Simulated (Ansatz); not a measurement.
Elements on the sites of an ideal fcc lattice, at a guessed lattice constant:

```
Al Ti
1.0
    -4.09561    4.09561   -4.09561
     4.09561    4.09561    4.09561
     4.09561   -4.09561   -4.09561
Al Ti
4 12
Direct
  0.00000 0.25000 0.75000
  0.50000 0.00000 0.50000
  0.25000 0.25000 0.50000
  0.75000 0.00000 0.25000
  0.25000 0.00000 0.75000
  0.75000 0.50000 0.75000
  0.50000 0.75000 0.75000
  0.00000 0.50000 0.50000
  0.50000 0.25000 0.25000
  0.75000 0.75000 0.50000
  0.00000 0.00000 0.00000
  0.25000 0.50000 0.25000
  0.00000 0.75000 0.25000
  0.75000 0.25000 0.00000
  0.50000 0.50000 0.00000
  0.25000 0.75000 0.00000
```

Cell and atoms were relaxed without symmetry on coarser meshes and computed once more. All numbers below come from DFT PBE, scalar-relativistic, plane waves, PAW in Ansatz 0.2.0.

Plane waves to 420 eV, a k mesh through Γ of 6×6×6 on the computed 16-atom cell and Gaussian smearing (0.10 eV); no spin polarisation.

The relaxation ran on 2×2×2 (shifted) and then 4×4×4 k points with a smearing of 0.1 eV, from sites shaken by 0.02 Å.

Task: What does the relaxation give?

Result: A volume of 17.01 Å³/atom and no gap on the mesh. It lies 0.14 eV/atom below the elements' standard states (static lattices, no corrections for gases). The atoms leave their sites by 0.03 Å (root mean square) and 0.05 Å at most, and the cell stretches by up to 1.4 % at fixed volume.

```
Al Ti
1.0
    -4.11430    4.17019   -4.11434
     4.04591    4.03310    4.04590
     4.10151   -4.10161   -4.03310
Al Ti
4 12
Direct
  0.00289 0.25158 0.75577
  0.49544 0.99625 0.49993
  0.25446 0.25106 0.49996
  0.74704 0.99575 0.24413
  0.24551 0.99402 0.75237
  0.75683 0.50570 0.75236
  0.50055 0.74923 0.75109
  0.00000 0.50242 0.49991
  0.50441 0.25330 0.24754
  0.74991 0.74492 0.49998
  0.99939 0.00273 0.99951
  0.24939 0.49809 0.24880
  0.99308 0.74161 0.24752
  0.75054 0.24458 0.00037
  0.49985 0.50315 0.00042
  0.25009 0.74416 0.99949
```

Cost: 2 runs of about 11 core-minutes in all (earlier runs that led there not counted), on Arm Neoverse V1 (shared hosts).